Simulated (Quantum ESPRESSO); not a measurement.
# Ag in Quantum ESPRESSO: the effect of Hubbard term

Ag:

```
CELL_PARAMETERS angstrom
0.00000 2.04275 2.04275
2.04275 0.00000 2.04275
2.04275 2.04275 0.00000
ATOMIC_POSITIONS crystal
Ag 0.00000 0.00000 0.00000
```

Alike in all runs:

```yaml
Program: Quantum ESPRESSO 7.5
Task: Hubbard U by linear response
Functional: PBE
Potentials_or_basis: GBRV 1.5 PBE
Cutoff: 762 eV
Density_cutoff: 6095 eV
k_mesh: 8 × 8 × 8
Occupations: cold, width 0.2 eV
Spin: no spin polarisation
Start_of_the_occupations: default
Hubbard_projectors: ortho-atomic
Mixing_beta: 0.3
Most_SCF_iterations: 120
SCF_threshold: 2e-10 Ry
q_mesh: 2 × 2 × 2
```

**Question.** One run gave: pressure 9.0 GPa. Which Hubbard term did it use?
A. Ag d U = 0.0001 eV
B. Ag d U = 4.0 eV
C. Ag d U = 2.0 eV
D. Ag d U = 8.0 eV
E. Ag d U = 6.0 eV

**Answer.** B.

```tsv
Hubbard term	pressure (GPa)
Ag d U = 0.0001 eV	4.9
Ag d U = 2.0 eV	6.9
Ag d U = 4.0 eV	9.0
Ag d U = 6.0 eV	10.8
Ag d U = 8.0 eV	12.5
```

Caveats: the computed U isn't converged in cell size; U without spin polarisation on a metal has little footing; the U is typed as a test and isn't derived for this compound.

Not every run made on this cell is shown here.
